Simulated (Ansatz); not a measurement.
Computed with Ansatz 0.2.0, DFT PBE, scalar-relativistic, plane waves, PAW. Settings: cutoff 420 eV, Γ-centred meshes spaced at most about 0.3 Å⁻¹, and about 0.25 Å⁻¹ or finer for metals (2π included), Gaussian smearing. No spin polarisation.

All energies are static (0 K, no zero-point motion).

Two relaxed structures of Mo₂H₅:

1. Space group P4mm (No. 99), tetragonal, a = 3.619 Å, c = 8.122 Å. H on a site of symmetry 4mm is surrounded by 1 H at 0.75 Å; around H on a second site of symmetry 4mm lie 4 Mo at 1.99 Å and 4 H at 1.99 Å; around H on a third site of symmetry 4mm lies 1 H at 0.75 Å; around H on a site of symmetry 2mm lie 1 Mo at 1.66 Å and 2 H at 1.99 Å; around Mo lie 1 H at 1.66 Å, 2 H at 1.99 Å and 4 Mo at 2.56 Å.

2. Space group F-43m (No. 216), cubic, a = 5.823 Å. Around H on a site of symmetry 3m lie 1 H at 1.29 Å, 3 H at 2.01 Å, 3 H at 2.11 Å and 6 Mo at 2.41–2.42 Å; H on a site of symmetry -43m has 4 H at 1.29 Å and 4 Mo at 2.52 Å; Mo on its first site has 12 H at 2.41 Å, 4 Mo at 2.52 Å and 6 H at 2.91 Å; Mo on its second site has 16 H at 2.42–2.52 Å and 4 Mo at 2.52 Å.

Question: Which form is favoured at zero pressure, and by what margin per atom?

Answer: Cell 1 is lower, by 0.30 eV/atom. Cell 1 has space group P4mm (No. 99), 15.2 Å³/atom and no gap on its mesh; cell 2 has space group F-43m (No. 216), 7.1 Å³/atom and no gap. Counting H atoms around Mo (those within 1.25 times the shortest such distance or 1.15 times the sum of covalent radii, 1.27 where that leaves under three; a plus sign parts nearer from farther groups; a slash parts the counts of unlike sites), cell 1 has Mo 1+2 and cell 2 has Mo 16/12+6. Cell 1 holds H–H pairs as short as in free H₂ molecules (shortest 0.75 Å); in cell 2 the shortest H–H distance is 1.29 Å. Even the lower one lies +0.59 eV/atom against the reference forms of the elements (uncorrected), so neither is stable at this level. Both come from invented guesses.

Weakly bound directions are ill-defined at this level, which has no dispersion term (P4mm), and this can change margins and order among such cells. With hydrogen, zero-point motion can shift such differences by 10 meV/atom or more. Cells relaxed within their symmetry can be saddle points.
